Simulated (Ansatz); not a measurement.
# Structural energy differences of scandium

Level of theory: DFT, PBE, plane waves (420 eV) with PAW, scalar-relativistic in Ansatz 0.2.0.

Each structure is relaxed within its own symmetry, so a high-lying one may be dynamically unstable.

(1) Rank these structures of scandium by energy per atom, lowest first.
A. fcc
B. dhcp
C. diamond
D. hcp
E. A15
F. beta-Sn type
G. omega (AlB2-type)
H. bcc
I. simple cubic

| structure | ΔE (meV/atom) | V (Å³/atom) | cell | magnetic state |
| --- | --- | --- | --- | --- |
| hcp | 0 | 24.73 | a = 3.319 Å, c = 5.184 Å (c/a = 1.562) | spin not included |
| dhcp | 24 | 24.74 | a = 3.296 Å, c = 10.520 Å (c/a = 3.192) | spin not included |
| fcc | 49 | 24.75 | a = 4.626 Å | spin not included |
| omega (AlB2-type) | 60 | 24.55 | a = 5.140 Å, c = 3.219 Å (c/a = 0.626) | spin not included |
| bcc | 104 | 24.94 | a = 3.681 Å | spin not included |
| A15 | 239 | 25.61 | a = 5.895 Å | spin not included |
| beta-Sn type | 413 | 24.79 | a = 5.647 Å, c = 3.110 Å (c/a = 0.551) | spin not included |
| simple cubic | 723 | 26.33 | a = 2.975 Å | ferromagnetic, net 0.84 μB per atom |
| diamond | 1994 | 34.13 | a = 6.487 Å | non-magnetic |

ΔE counts from hcp.

Differences under about 8 meV lie within the error of the k-point mesh.

Answers

(1) D (0 meV/atom), B (24 meV/atom), A (49 meV/atom), G (60 meV/atom), H (104 meV/atom), E (239 meV/atom), F (413 meV/atom), I (723 meV/atom), C (1994 meV/atom).
